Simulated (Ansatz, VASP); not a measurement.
# One calculation of ZrB2 (series), two programs

```
CELL_PARAMETERS angstrom
3.17000 0.00000 0.00000
-1.58500 2.74530 0.00000
0.00000 0.00000 3.53300
ATOMIC_POSITIONS crystal
Zr 0.00000 0.00000 0.00000
B 0.33333 0.66667 0.50000
B 0.66667 0.33333 0.50000
```

Alike in both runs: task single point; functional PBE; k mesh 12 × 12 × 10; occupations gaussian, width 0.1 eV; no spin polarisation.

```csv
,VASP,Ansatz
version,VASP 6.6.1,Ansatz 0.2.0
potentials or method,"VASP PAW PBE potentials, release 64 (Zr_sv, B)","scalar-relativistic, plane waves, PAW"
plane-wave cutoff (eV),520,650
valence electrons in the cell,18,18
```

Ansatz gave:

| Item | Value |
| --- | --- |
| gap on the k mesh at the Fermi level (eV) | none |
| pressure (GPa) | 0.7 |
| largest component of the traceless stress (GPa) | 0.55 |

Question: Which values does VASP return?

Answer: gap on the k mesh at the Fermi level (eV): none; pressure (GPa): 0.9; largest component of the traceless stress (GPa): 0.58.

A gap of «none» marks a metal or a gap that the smearing closes. With one functional, cell and mesh, what is left measures potentials, basis and numerics.
